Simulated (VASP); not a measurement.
# CaB2 (P6/mmm) in VASP: notebook

Runs on CaB2. Level: PBE. Tasks: single point.

Program: VASP 6.6.1. These are calculated values, not measurements. Logs are shortened: lines on timing, memory, paths and dates and some standing lists are left out, and cuts for length are marked.

## (1) The structure

It takes space group P6/mmm (No. 191, hexagonal). Conventional cell: a = 3.226 Å, b = 3.226 Å, c = 4.067 Å, α = 90.00°, β = 90.00°, γ = 120.00°. Around Ca (site symmetry 6/mmm) lie 12 B at 2.76 Å. Around B (site symmetry -6m2) lie 3 B at 1.86 Å.

The cell comes from a database or a generator and needn't be the stable form of this composition.

## (2) Single point, PBE

The input, INCAR:

```
PREC     = Accurate       # precision mode
ENCUT    = 520            # plane-wave cutoff, eV
EDIFF    = 1E-6           # SCF threshold, eV
ISMEAR   = -1             # smearing method
SIGMA    = 0.05           # smearing width, eV
LREAL    = False          # projectors in reciprocal space
LASPH    = True           # aspherical terms in the spheres
NELM     = 100            # most SCF steps
ALGO     = Normal         # electronic algorithm
ISIF     = 2              # what is computed and relaxed
LWAVE    = False          # write WAVECAR
LCHARG   = False          # write CHGCAR
GGA      = PE             # functional
NBANDS   = 15             # bands
```

The input, KPOINTS:

```
Automatic mesh
0
Gamma
  9 9 6
```

The input, POSCAR:

```
CaB2
1.0
    3.2264302843      0.0000000000      0.0000000000
   -1.6132151421      2.7941705897      0.0000000000
    0.0000000000      0.0000000000      4.0673920000
Ca B
1 2
Direct
    0.0000000000      0.0000000000      0.0000000000
    0.6666666667      0.3333333333      0.5000000000
    0.3333333333      0.6666666667      0.5000000000
```

Potentials or basis: VASP PAW PBE potentials, release 64 (Ca_sv, B).

Run with:

```
$ cat potpaw_PBE.64/Ca_sv/POTCAR potpaw_PBE.64/B/POTCAR > POTCAR
$ mpirun -np 1 vasp_std > vasp.out
```

OUTCAR:

```text
PREC = Accurate
   ENCUT = 520
   EDIFF = 1E-6
   ISMEAR = -1
   LREAL = False
   LASPH = True
   NELM = 100
   ISIF = 2
   GGA = PE

 ion  position               nearest neighbor table
   1  0.000  0.000  0.000-
   2  0.667  0.333  0.500-   3 1.86   3 1.86   3 1.86
   3  0.333  0.667  0.500-   2 1.86   2 1.86   2 1.86

  LATTYP: Found a hexagonal cell.
 ALAT       =     3.2264302843
 C/A-ratio  =     1.2606477257

  Lattice vectors:

 A1 = (   3.2264302843,   0.0000000000,   0.0000000000)
 A2 = (  -1.6132151421,   2.7941705897,   0.0000000000)
 A3 = (   0.0000000000,   0.0000000000,   4.0673920000)

Analysis of symmetry for initial positions (statically):
=====================================================================
 Subroutine PRICEL returns:
 Original cell was already a primitive cell.

 Routine SETGRP: Setting up the symmetry group for a
 hexagonal supercell.

 Subroutine GETGRP returns: Found 24 space group operations
 (whereof 24 operations were pure point group operations)
 out of a pool of 24 trial point group operations.

The static configuration has the point symmetry D_6h.

Analysis of symmetry for dynamics (positions and initial velocities):
=====================================================================
 Subroutine PRICEL returns:
 Original cell was already a primitive cell.

 Routine SETGRP: Setting up the symmetry group for a
 hexagonal supercell.

 Subroutine GETGRP returns: Found 24 space group operations
 (whereof 24 operations were pure point group operations)
 out of a pool of 24 trial point group operations.

The dynamic configuration has the point symmetry D_6h.

 Subroutine INISYM returns: Found 24 space group operations
 (whereof 24 operations are pure point group operations),
 and found     1 'primitive' translations

----------------------------------------------------------------------------------------

                                     Primitive cell

  volume of cell :      36.6683

  direct lattice vectors                    reciprocal lattice vectors
     3.226430284  0.000000000  0.000000000     0.309940061  0.178943978  0.000000000
    -1.613215142  2.794170590  0.000000000     0.000000000  0.357887956  0.000000000
     0.000000000  0.000000000  4.067392000     0.000000000  0.000000000  0.245857788

  length of vectors
     3.226430284  3.226430284  4.067392000     0.357887956  0.357887956  0.245857788

  position of ions in fractional coordinates (direct lattice)
     0.000000000  0.000000000  0.000000000
[... 92 lines left out ...]
   NUPDOWN=      -1.0000    fix difference up-down
   EMIN   =  10.00;   EMAX   =-10.00  energy-range for DOS
   EFERMI =   0.00;   METHOD = LEGACY
   ISMEAR =    -1;   SIGMA  =   0.05  broadening in eV -4-tet -1-fermi 0-gaus
   EFERMI_NEDOS =   21; number of points for ismear=-14 and -15
   IALGO  =     38    algorithm
   IMIX   =      4    mixing-type and parameters
     AMIX     =   0.40;   BMIX     =  1.00
     AMIX_MAG =   1.60;   BMIX_MAG =  1.00
  volume/ion in A,a.u.               =      12.22        82.48
  Fermi-wavevector in a.u.,A,eV,Ry     =   1.241703  2.346479 20.977823  1.541826
  Thomas-Fermi vector in A             =   2.376089
   LORBIT       =      0    0 simple, 1 ext, 2 COOP (PROOUT), +10 PAW based schemes
   GGA     = PE    functional components
   LHFCALC =     F    Hartree Fock is set to
   AEXX    =    0.0000 exact exchange contribution
   IVDW    =     0    specifies the selected vdW correction
   LEPSILON=     F    determine dielectric tensor
   LRPA    =     F    only Hartree local field effects (RPA)
 non-spin polarized calculation
  energy-cutoff  :      520.00
  volume of cell :       36.67
 maximum number of plane-waves:      1008
 NGX is ok and might be reduce to    24
   NGX = 11   NGY = 11   NGZ = 15

 number of electron      16.0000004 magnetization

 Free energy of the ion-electron system (eV)
  ---------------------------------------------------
  ext. energy  EPLUGINS =         0.00000000
  ---------------------------------------------------
  free energy    TOTEN  =       -15.74601364 eV

  energy without entropy =      -15.73882077  energy(sigma->0) =      -15.74241720

 E-fermi :   4.6027     XC(G=0): -10.8133

 val. band max:        4.5679648717   @ k =   0.4444  -0.0000   0.3333
 cond. band min:       4.6608588118   @ k =   0.3333   0.3333   0.0000
 fundamental gap:      0.0928939400
 Fermi energy:         4.6027341238

 k-point     1 :       0.0000    0.0000    0.0000
  band No.  band energies     occupation
      1     -35.0704      2.00000
      2     -16.0696      2.00000
      3     -15.8624      2.00000
      4     -15.8624      2.00000
      5      -5.7712      2.00000
      6       2.8520      2.00000
      7       4.9959      0.00077
      8       4.9959      0.00077
      9       5.0629      0.00020
     10      10.0636      0.00000
     11      10.0636      0.00000
     12      10.9158      0.00000
     13      10.9158      0.00000
     14      11.5380      0.00000
[... 401 lines left out ...]
      2     -16.3880      2.00000
      3     -16.3880      2.00000
      4     -15.9111      2.00000
      5      -1.3181      2.00000
      6      -1.3181      2.00000
      7       0.5901      2.00000
      8       4.5401      1.55550
      9       4.5401      1.55550
     10       9.0395      0.00000
     11       9.0395      0.00000
     12      11.0704      0.00000
     13      13.2141      0.00000
     14      13.2141      0.00000
     15      14.4919      0.00000

 [... further k-points ...]

------------------------ aborting loop because EDIFF is reached ----------------------------------------

  FORCE on cell =-STRESS in cart. coord.  units (eV):
  Direction    XX          YY          ZZ          XY          YZ          ZX
  --------------------------------------------------------------------------------------
  -------------------------------------------------------------------------------------
  Total       -0.1245343     -0.1245343      0.1432848     -0.0000000     -0.0000000      0.0000000
  in kB       -5.4413695     -5.4413695      6.2606521     -0.0000000     -0.0000000      0.0000000
  external PRESSURE =      -1.5406956 kB  Pullay stress =       0.0000000 kB

 VOLUME and BASIS-vectors are now :
 -----------------------------------------------------------------------------
  energy-cutoff  :      520.00
  volume of cell :       36.67
      direct lattice vectors                 reciprocal lattice vectors
     3.226430284  0.000000000  0.000000000     0.309940061  0.178943978  0.000000000
    -1.613215142  2.794170590  0.000000000     0.000000000  0.357887956  0.000000000
     0.000000000  0.000000000  4.067392000     0.000000000  0.000000000  0.245857788

 POSITION                                       TOTAL-FORCE (eV/Angst)
 -----------------------------------------------------------------------------------
      0.00000      0.00000      0.00000        -0.000000     -0.000000      0.000000
      1.61322      0.93139      2.03370         0.000000     -0.000000      0.000000
     -0.00000      1.86278      2.03370        -0.000000      0.000000      0.000000
 -----------------------------------------------------------------------------------
    total drift:                               -0.000000      0.000000      0.000000

  FREE ENERGIE OF THE ION-ELECTRON SYSTEM (eV)
  ---------------------------------------------------
  free  energy   TOTEN  =       -15.7460136401 eV

  energy  without entropy=      -15.7388207691  energy(sigma->0) =      -15.74241720
```

Run time: 7.9 s. Hardware: 1 thread of Intel Xeon 6975P-C (Granite Rapids), shared host; peak memory 0.16 GiB.

Results:

```
Free energy            : -15.7460 eV
Pressure               : -0.2 GPa
Band gap on the k mesh : none (metal or under the smearing width)
```

Stress tensor (GPa, compression positive):
```
-0.54  0.00  0.00
 0.00 -0.54  0.00
 0.00  0.00  0.63
```

## (3) Single point, PBE

The input, INCAR:

```
  PREC = Accurate
  ENCUT = 520
  EDIFF = 1E-7
  ISMEAR = -1
  SIGMA = 0.05
  LREAL = False
  LASPH = True
  NELM = 100
  ALGO = Normal
  ISIF = 2
  LWAVE = False
  LCHARG = False
  GGA = PE
  NBANDS = 15
```

KPOINTS is that of step 2.

Changes to POSCAR since step 2:

```diff
@@ -8,3 +8,3 @@
 Direct
-    0.0000000000      0.0000000000      0.0000000000
+    0.0000000000      0.0000000000     -0.0024585779
     0.6666666667      0.3333333333      0.5000000000
```

Potentials or basis: VASP PAW PBE potentials, release 64 (Ca_sv, B).

Run with:

```
$ cat potpaw_PBE.64/Ca_sv/POTCAR potpaw_PBE.64/B/POTCAR > POTCAR
$ mpirun -np 1 vasp_std > vasp.out
```

Run time: 9.7 s. Hardware: 1 thread of Intel Xeon 6975P-C (Granite Rapids), shared host; peak memory 0.16 GiB.

It converged, with:

- Free energy: -15.7457 eV
- Pressure: -0.1 GPa
- Largest force: 0.072 eV/Å
- Band gap on the k mesh: none (metal or under the smearing width)

Forces in eV/Å, atoms in the order of the input:
```
Ca   0.000  0.000  0.072
B    0.000  0.000 -0.036
B    0.000  0.000 -0.036
```

Stress tensor (GPa, compression positive):
```
-0.54  0.00  0.00
 0.00 -0.54  0.00
 0.00  0.00  0.63
```

Levels at points of the mesh, in eV from the Fermi level:
```tsv
k point	band 5	band 6	band 7	band 8	band 9	band 10	band 11	band 12
(0.00, 0.00, 0.00)	-10.37	-1.75	0.39	0.39	0.46	5.46	5.46	6.31
(0.00, 0.00, 0.50)	-9.35	-4.63	0.96	0.96	3.47	4.16	4.16	4.31
```
